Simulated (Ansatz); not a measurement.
**MgTe: how the settings move a relaxation**

Aim: see which settings change the result for MgTe, by how much, and at what cost.

Program: Ansatz 0.2.0. Level of theory: reference: DFT, PBEsol, PAW with Ansatz's default frozen-core files, scalar-relativistic; relaxation of cell and atoms. These are calculated values, not measurements.

### Step 1. Starting point

The structure is hexagonal, space group P6_3mc (No. 186). Conventional cell: a = 4.520 Å, b = 4.520 Å, c = 7.330 Å, α = 90.00°, β = 90.00°, γ = 120.00°. Around Mg (site symmetry 3m) lie 4 Te at 2.74 to 2.82 Å. Te (site symmetry 3m) is surrounded by 4 Mg at 2.74 to 2.82 Å.

Coordinates:

```cif
data_structure
_symmetry_space_group_name_H-M 'P6_3mc'
_symmetry_Int_Tables_number 186
_cell_length_a 4.5200
_cell_length_b 4.5200
_cell_length_c 7.3300
_cell_angle_alpha 90.000
_cell_angle_beta 90.000
_cell_angle_gamma 120.000
_cell_volume 129.69
loop_
_atom_site_label
_atom_site_type_symbol
_atom_site_symmetry_multiplicity
_atom_site_Wyckoff_symbol
_atom_site_fract_x
_atom_site_fract_y
_atom_site_fract_z
_atom_site_occupancy
Mg1 Mg 2 b 0.33333 0.66667 0.00000 1
Te1 Te 2 b 0.33333 0.66667 0.38500 1
```

### Step 2. The reference run

File input.yaml:

```yaml
crystal:
  lattice:
    - [4.52, 0.0, 0.0]
    - [-2.26, 3.9144348251, 0.0]
    - [0.0, 0.0, 7.33]
  atoms:
    - { symbol: Mg, position: [0.333333333333, 0.666666666667, 0.0] }
    - { symbol: Mg, position: [0.666666666667, 0.333333333333, 0.5] }
    - { symbol: Te, position: [0.333333333333, 0.666666666667, 0.385] }
    - { symbol: Te, position: [0.666666666667, 0.333333333333, 0.885] }
kpoints:
  mp_grid: { grid: [8, 8, 4] }
scf:
  occupations: { method: fermi_dirac, width: 0.08 }
hamiltonian:
  xc: pbesol
  pseudopotentials: { kind: paw }
relax:
  f_tol: 0.002
  max_steps: 80
  cell: {}
output:
  forces: true
  stress: true
  write_density: true
  write_potential: true
  elf: true
  volumetric_format: npy
```

The run is started by

```
ansatz run input.yaml --threads 2 --pin off --max-ram 6144MiB --backend cpu --events-out ev --progress --plain --runs-dir out
```

### Step 3. A run with other settings

Changes to input.yaml since step 2:

```diff
@@ -10,6 +10,7 @@
     - { symbol: Te, position: [0.666666666667, 0.333333333333, 0.885] }
+  symmetry: { detect: false }
 kpoints:
-  mp_grid: { grid: [8, 8, 4] }
+  mp_grid: { grid: [6, 6, 4] }
 scf:
-  occupations: { method: fermi_dirac, width: 0.08 }
+  occupations: { method: fixed }
 hamiltonian:
@@ -24,5 +25 @@
   stress: true
-  write_density: true
-  write_potential: true
-  elf: true
-  volumetric_format: npy
```

### Step 5. Changing settings: mp_grid.grid [6, 6, 4], occupations.method fixed, mixing.algorithm anderson, mixing.beta 0.9, mixing.ndim 2

Changes to input.yaml since step 2:

```diff
@@ -11,5 +11,6 @@
 kpoints:
-  mp_grid: { grid: [8, 8, 4] }
+  mp_grid: { grid: [6, 6, 4] }
 scf:
-  occupations: { method: fermi_dirac, width: 0.08 }
+  occupations: { method: fixed }
+  mixing: { algorithm: anderson, beta: 0.9, ndim: 2 }
 hamiltonian:
@@ -24,5 +25 @@
   stress: true
-  write_density: true
-  write_potential: true
-  elf: true
-  volumetric_format: npy
```

(Steps that only read results are left out.)

**Question.** What will these runs give? Wanted: for each run, ending; energy change; pressure; gap; force.

The runs gave:

| run | ending | energy change | pressure (GPa) | gap (eV) | force (eV/Å) | cycles | time |
| --- | --- | --- | --- | --- | --- | --- | --- |
| reference | converged | 0 | 0.0 | 2.38 | 0.00 | 28 | 34 s |
| 1: symmetry.detect false, mp_grid.grid [6, 6, 4], occupations.method fixed | converged | +0.4 meV/atom (σ→0) | 0.0 | 2.39 | 0.00 | 28 | 59 s |
| 2: mp_grid.grid [6, 6, 4], occupations.method fixed, mixing.algorithm anderson, mixing.beta 0.9, mixing.ndim 2 | converged | +0.4 meV/atom (σ→0) | 0.0 | 2.38 | 0.00 | 33 | 19 s |

Times don't compare one to one where runs were asked for different outputs or read a saved state (see the inputs); cycles may leave out searches for a lower state.

What this shows: Of the converged runs whose energies compare with the reference's, «mp_grid.grid [6, 6, 4], occupations.method fixed, mixing.algorithm anderson, mixing.beta 0.9, mixing.ndim 2» moves the energy most (+0.4 meV/atom). Of the variants the dearest is «symmetry.detect false, mp_grid.grid [6, 6, 4], occupations.method fixed» (59 s), the cheapest «mp_grid.grid [6, 6, 4], occupations.method fixed, mixing.algorithm anderson, mixing.beta 0.9, mixing.ndim 2» (19 s), on a shared host. The gap of the reference lacks spin-orbit coupling, though the cell holds Te.
